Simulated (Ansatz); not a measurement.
TiC in Ansatz: the effect of Hubbard term

TiC:

```
Ti C
1.0
     0.00000    2.16572    2.16572
     2.16572    0.00000    2.16572
     2.16572    2.16572    0.00000
Ti C
1 1
Direct
  0.00000 0.00000 0.00000
  0.50000 0.50000 0.50000
```

The cell is a database's computed one.

Alike in all runs:

| Property | Result |
| --- | --- |
| Program | Ansatz 0.2.0 |
| Task | density of states |
| Functional | PBEsol |
| Potentials or basis | all-electron LAPW, scalar-relativistic |
| Cutoff | 312 eV (chosen from the basis error) |
| Basis error allowed | 0.001 eV/atom |
| k mesh | 11 × 11 × 11 |
| Occupations | fermi-dirac, width 0.05 eV |
| Spin | no spin polarisation |

```csv
Hubbard term,pressure (GPa)
none,-6.7
Ti d U = 2 eV,-3.7
Ti d U = 4 eV,?
Ti d U = 6 eV,4.4
Ti d U = 8 eV,10.2
```

**Question.** What does the run with Hubbard term Ti d U = 4 eV give?

**Answer.** Pressure -0.1 GPa.

Worked out: A parabola through the other rows of the pressure, of slope 2.09 GPa per eV there, gives -0.1 GPa, against the run's -0.1.

Caveats: U is the effective U less J, on atomic orbitals that reach past the spheres (some runs); U without spin polarisation on a metal has little footing (some runs); the U is typed as a test and isn't derived for this compound (some runs).
